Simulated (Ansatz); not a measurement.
A vibration from a frozen displacement in KBr

These are results of Ansatz 0.2.0, DFT PBE, scalar-relativistic, plane waves, PAW, not measurements. Settings: plane waves to 420 eV, k-mesh 6×6×6 (Γ-centred), Gaussian smearing 0.05 eV. No spin polarisation. Energies are free energies at this smearing, counted from the undisturbed cell; pressure is positive in compression.

Reference structure (as given, not relaxed at this level; it stands at 0.8 GPa):

```
CELL_PARAMETERS angstrom
0.00000 3.29250 3.29250
3.29250 0.00000 3.29250
3.29250 3.29250 0.00000
ATOMIC_POSITIONS crystal
K 0.00000 0.00000 0.00000
Br 0.50000 0.50000 0.50000
```

Every K atom is moved by x along the Cartesian unit vector (0.000, 0.000, -1.000); the cell and all other atoms stay fixed. The cell's volume is 71.39 Å³; the moved atoms weigh 39.098 u together and the others 79.904 u. Some rows repeat others by symmetry and weren't run.

| x (Å) | ΔE (meV/cell) | total force on the moved atoms along the move (eV/Å) | pressure (GPa) |
| --- | --- | --- | --- |
| -0.3000 | 64.83 | 0.4866 | 1.3782 |
| -0.2625 | 48.18 | 0.4031 | 1.2439 |
| -0.2250 | 34.48 | 0.3290 | 1.1309 |
| -0.1875 | 23.41 | 0.2626 | 1.0378 |
| -0.1500 | 14.71 | 0.2026 | 0.9633 |
| -0.1125 | 8.15 | 0.1477 | 0.9063 |
| -0.0750 | 3.59 | 0.0964 | 0.8662 |
| -0.0375 | 0.89 | 0.0476 | 0.8423 |
| 0.0000 | 0.00 | 0.0000 | 0.8345 |
| 0.0375 | 0.89 | -0.0476 | 0.8423 |
| 0.0750 | 3.59 | -0.0964 | 0.8662 |
| 0.1125 | 8.15 | -0.1477 | 0.9063 |
| 0.1500 | 14.71 | -0.2026 | 0.9633 |
| 0.1875 | 23.41 | -0.2626 | 1.0378 |
| 0.2250 | 34.48 | -0.3290 | 1.1309 |
| 0.2625 | 48.18 | -0.4031 | 1.2439 |
| 0.3000 | 64.83 | -0.4866 | 1.3782 |

Problem. What frequency belongs to this motion?

Solution. The force constant is k = −dF/dx = 1.269 eV/Å², from the parabola through x = -0.0375, 0 and 0.0375. In every cell the moved atoms swing against the rest, so the mass is μ = m₁m₂/(m₁ + m₂) = 26.253 u, and ν̃ = 521.5 cm⁻¹ × √(|k|/μ) = 115 cm⁻¹. To first order in x, and within 1 %, the force on every atom lies along the move and, within each of the two groups, in proportion to the atom's mass, so this is itself a mode at the zone centre of this cell, taken without macroscopic field (the transverse frequency in a polar insulator).

Problem. How far does the harmonic law reach?

Solution. At x = -0.300 Å, kx²/2 = 57.12 meV against the computed 64.83 meV (+13.5 %): the well stiffens in this direction at large amplitude.

Problem. The pressure changes with x². What does that say about the frequency under compression?

Solution. With E = k(V)x²/2, k ∝ V^(−2γ) and x scaling with the cell as V^(1/3), P − P0 = −∂E/∂V = (2γ − 2/3) ΔE/V. At x = 0.0750 Å, V(P − P0) = 71.39 × 0.03178 / 160.2 eV = 14.16 meV and ΔE = 3.59 meV, so γ = 1/3 + V(P − P0)/(2ΔE) = 2.31. This is the Grüneisen parameter of the motion under uniform scaling of the cell: shrinking the cell evenly by 1 % in volume raises the frequency by about 2.31 %.